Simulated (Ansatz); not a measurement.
Input for Ansatz (plane-wave DFT, PAW):

```yaml
crystal:
  lattice:
    - [3.7032303122, 0.0, 0.0]
    - [-1.8516151561, 3.2070915264, 0.0]
    - [0.0, 0.0, 6.6025497618]
  atoms:
    - { symbol: Na, position: [0.3333333333, 0.6666666667, 0.25] }
    - { symbol: Na, position: [0.6666666667, 0.3333333333, 0.75] }
basis:
  ecutwfc: 420
kpoints:
  mp_grid: { grid: [15, 15, 6] }
hamiltonian:
  xc: pbe
scf:
  occupations: { method: gaussian, width: 0.1 }
output:
  forces: true
  stress: true
  eigenvalues: true
```

Launched with
```bash
ansatz run input.yaml --threads 1 --pin off --max-ram 1331MiB --backend cpu --events-out ev --progress --plain --runs-dir out
```

All numbers below come from DFT PBE, scalar-relativistic, plane waves, PAW (Ansatz).

Part of what the program printed, abridged:

```
Pseudopotentials: kind: paw
Pseudopotential: Na, paw, valence charge 9, recommended cutoff 420 eV (normal)
Functional definition: PBE
Crystal: 2 atoms, lattice volume = 78.416 Å³
Basis set: ecut = 420 eV, 1535 PW (Γ), exchange–correlation on 50×50×90 points (8 copies of the dense FFT grid, shifted against one another)
Bands: 13, of which v1, the nominal top of the filled ones, is band 9 counted from 1 (8 counted from 0)
Symmetry: 24 space group operations
Space group: P63/mmc (ITA 194), of the structure as read, at distance tolerance 4.3e-5 Å
k-points: 108 of 1350
Initial density: superposition of atomic densities (neutral atoms: chi_scale 0, normalization atom), corrected by the library's trained network
Initial wavefunctions: pseudopotential atomic-orbital guess
Functional: x = pbe(κ = 0.804, μ = 0.21951497), c = pbe(β = 0.06672455)
SCF iter   1: F=—  HF=-2972.817074 eV  |F-HF|=—  |Δ(HF+E_count)|=         —  Δρ=5.56e-4  dr2=1.48e-4  ethr=1.77e-3  ⟨swp⟩=4.1  Hψ=7108  notcnv=0
SCF iter   2: F=—  HF=-2972.816476 eV  |F-HF|=—  |Δ(HF+E_count)|=   5.98e-4  Δρ=2.28e-4  dr2=4.92e-5  ethr=8.22e-7  ⟨swp⟩=2.1  Hψ=3194  notcnv=0
SCF iter   3: F=—  HF=-2972.816518 eV  |F-HF|=—  |Δ(HF+E_count)|=   4.25e-5  Δρ=1.33e-4  dr2=2.50e-5  ethr=2.73e-7  ⟨swp⟩=2.0  Hψ=2141  notcnv=0
SCF iter   4: F=—  HF=-2972.816538 eV  |F-HF|=—  |Δ(HF+E_count)|=   1.95e-5  Δρ=5.86e-5  dr2=3.29e-6  ethr=1.39e-7  ⟨swp⟩=2.4  Hψ=1876  notcnv=0
SCF iter   5: F=—  HF=-2972.816538 eV  |F-HF|=—  |Δ(HF+E_count)|=   3.53e-7  Δρ=1.81e-5  dr2=1.29e-7  ethr=1.83e-8  ⟨swp⟩=2.1  Hψ=2176  notcnv=0
SCF iter   6: F=-2972.816538 eV  HF=-2972.816538 eV  |F-HF|=6.93e-9  |Δ(HF+E_count)|=   4.85e-8  Δρ=5.83e-6  dr2=1.62e-8  ethr=5.56e-10  ⟨swp⟩=4.9  Hψ=5148  notcnv=0
SCF 1 converged in 6 iterations: F = -2972.816538 eV  dr2 = 1.62e-8
SCF converged after 6 iterations
Free energy (F): -2972.816538 eV
Harris-Foulkes:  -2972.816538 eV  (|F-HF|=6.93e-9)
Internal energy: -2972.810153 eV  (E = F + TS)
E sigma→0 (E₀):  -2972.813346 eV
Entropy (-TS):   -0.006385 eV (-3.193 meV/atom)
Fermi energy:    1.549131 eV
--- Per-component energies (eV) ---
  E_band       = -487.065519
  E_kinetic    = 240.094202
  E_local      = -2920.358156  (includes V_loc(G=0)·N_el)
  E_nonlocal   = 230.147962
  E_hartree    = 1070.626017
  E_xc         = -76.538936
  E_vxc        = -98.336636  (∫ρ·V_xc dr)
  E_paw        = -526.333547  (= ΣΔE_a)
  E_vpaw       = -79.869076  (= ΣTr[D̂ρ^β])
  E_aug_tail   = -0.000066  (compensation charges beyond the density's cutoff)
  E_ewald      = -990.447628
  E_smearing   = -0.006385  (= −TS)
--- Forces (eV/Å), atoms counted from 1 ---
  atom   1  Na     0.00000000     0.00000000     0.00000000
  atom   2  Na     0.00000000     0.00000000     0.00000000
--- Stress (GPa, compression-positive) ---
       -0.025370       0.000000       0.000000
        0.000000      -0.025370       0.000000
        0.000000       0.000000      -1.022887
  P = ⅓ Tr σ = -0.3579 GPa (-3.579 kbar)
--- Band table (eV; the first three rows and the last of 108) ---
  k-point 0: bands = ["-51.5360", "-51.5351", "-23.4627", "-23.4451", "-23.4451", "-23.4427", "-23.4427", "-23.4410", "-1.6531", "1.7175", "1.9048", "11.0209", "11.8593"]
  k-point 1: bands = ["-51.5359", "-51.5352", "-23.4613", "-23.4449", "-23.4449", "-23.4429", "-23.4429", "-23.4424", "-1.5544", "0.7669", "3.0280", "9.4644", "11.9579"]
  k-point 2: bands = ["-51.5358", "-51.5353", "-23.4573", "-23.4464", "-23.4445", "-23.4445", "-23.4433", "-23.4433", "-1.2593", "-0.0932", "4.4062", "7.6414", "12.1556"]
  k-point 107: bands = ["-51.5340", "-51.5340", "-23.4660", "-23.4660", "-23.4643", "-23.4643", "-23.4457", "-23.4457", "3.6821", "3.6821", "3.8093", "3.8093", "4.6749"]
```

The calculation finished and met its thresholds.